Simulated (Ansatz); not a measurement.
LaAlO3:
```cif
data_AlLaO3
_chemical_formula_sum 'O3 Al1 La1'
_space_group_name_H-M_alt 'Pm-3m'
_space_group_IT_number 221
_space_group_name_Hall '-P 4 2 3'
_cell_length_a 3.81240
_cell_length_b 3.81240
_cell_length_c 3.81240
_cell_angle_alpha 90.000
_cell_angle_beta 90.000
_cell_angle_gamma 90.000
loop_
_atom_site_label
_atom_site_type_symbol
_atom_site_symmetry_multiplicity
_atom_site_Wyckoff_symbol
_atom_site_fract_x
_atom_site_fract_y
_atom_site_fract_z
_atom_site_occupancy
O1 O 3 d 0.00000 0.00000 0.50000 1
Al1 Al 1 a 0.00000 0.00000 0.00000 1
La1 La 1 b 0.50000 0.50000 0.50000 1
```

Relaxed with PBE.

Problem. Decompose the optical modes at the zone centre into irreducible representations, and say which are infrared and Raman allowed.

Solution. Point group m-3m: Γ_opt = 3T1u + T2u. Infrared: T1u. Raman: none.

Problem. Assign frequencies (DFPT, DFT-PBE in the program Ansatz with PAW potentials; without the LO–TO term).

Solution. T1u 135, T2u 269, T1u 402, T1u 638 cm⁻¹.

This is a known high-temperature phase of the composition, computed here at zero pressure and temperature. The cell was relaxed with PBE under the symmetry of its start. At this level the phase is dynamically unstable (imaginary phonons). Spin–orbit coupling is left out wherever it is not named.

Potentials: the later of the program's two PAW sets.
